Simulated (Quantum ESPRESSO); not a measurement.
The system is Gd.

```
Gd
1.0
    -2.02500    2.02500    2.02500
     2.02500   -2.02500    2.02500
     2.02500    2.02500   -2.02500
Gd
1
Cartesian
  0.0000 0.0000 0.0000
```

This isn't the form of Gd at room conditions, which is hcp.

Base run:

```yaml
Program: Quantum ESPRESSO 7.5
Functional: PBE
Potentials_or_basis: SSSP 1.3 efficiency PBE
Cutoff: 748 eV
Density_cutoff: 5987 eV
k_mesh: 9 × 9 × 9
Occupations: fermi-dirac, width 0.05 eV
Spin: collinear spin, ferromagnetic start
Starting_moments: "[8.5] μB"
```

Its results: band gap on the k mesh none (metal or under the smearing width); pressure -0.2 GPa; net moment 7.62 μB per cell; site moments Gd +7.34 μB.

The run is repeated on the same cell with these changes: functional from PBE to PBEsol; moments at the start from [8.5] to [7.0]. What comes out?

Band gap on the k mesh none (metal or under the smearing width); pressure -2.4 GPa; net moment 7.64 μB per cell; site moments Gd +7.35 μB.

Caveats: spin-orbit coupling is left out, which moves the levels of the heavy elements; the potentials were made for another functional, which shifts forces and pressure (some runs).
